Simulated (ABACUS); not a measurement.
A run of ABACUS 3.10.1 is set up as follows.

File INPUT:

```
INPUT_PARAMETERS
suffix              CoO
calculation         scf
basis_type          pw
pseudo_dir          ./
symmetry            1
dft_functional      pbe
ecutwfc             97
pseudo_rcut         10
nspin               2
nbands              30
ks_solver           dav
smearing_method     fd
smearing_sigma      0.00367493
scf_thr             1e-08
scf_nmax            100
mixing_type         broyden
mixing_beta         0.4
cal_force           1
cal_stress          1
kpar                4
```

STRU

```
ATOMIC_SPECIES
Co 58.9332 Co.upf
O 15.9990 O.upf

LATTICE_CONSTANT
1.8897261246

LATTICE_VECTORS
3.1976457435 0.0000000000 0.0000000000
-1.5988228718 2.7692424462 0.0000000000
0.0000000000 0.0000000000 5.2287097100

ATOMIC_POSITIONS
Direct

Co
0.0
2
0.3333333333 0.6666666667 0.5033624100 1 1 1 mag 2
0.0000000000 0.0000000000 0.0034741400 1 1 1 mag 2

O
0.0
2
0.3333333333 0.6666666667 0.8715556000 1 1 1 mag 0
0.0000000000 0.0000000000 0.3716088500 1 1 1 mag 0
```

KPT

```
K_POINTS
0
Gamma
10 10 5 0 0 0
```

Potentials or basis: PseudoDojo NC SR 0.4.1 PBE standard, plane waves.

Command:

```console
$ OMP_NUM_THREADS=1 mpirun -np 4 abacus > log
```

Predict the absolute moment.

5.96 μB per cell.

What does it give for the largest force?

0.287 eV/Å.

What does it give for the net moment?

5.95 μB per cell.

What does it give for the band gap on the k mesh?

None (metal or under the smearing width).

Forces on the atoms (eV/Å):
```
Co   0.000  0.000 -0.280
Co   0.000  0.000 -0.287
O    0.000  0.000  0.281
O    0.000  0.000  0.285
```

Caveat: semilocal functionals often make such compounds metallic where correlation or magnetic order opens a gap, which also shifts bond lengths. With open d or f shells a metallic result of PBE can be an artefact of self-interaction; +U or a hybrid may open a gap.
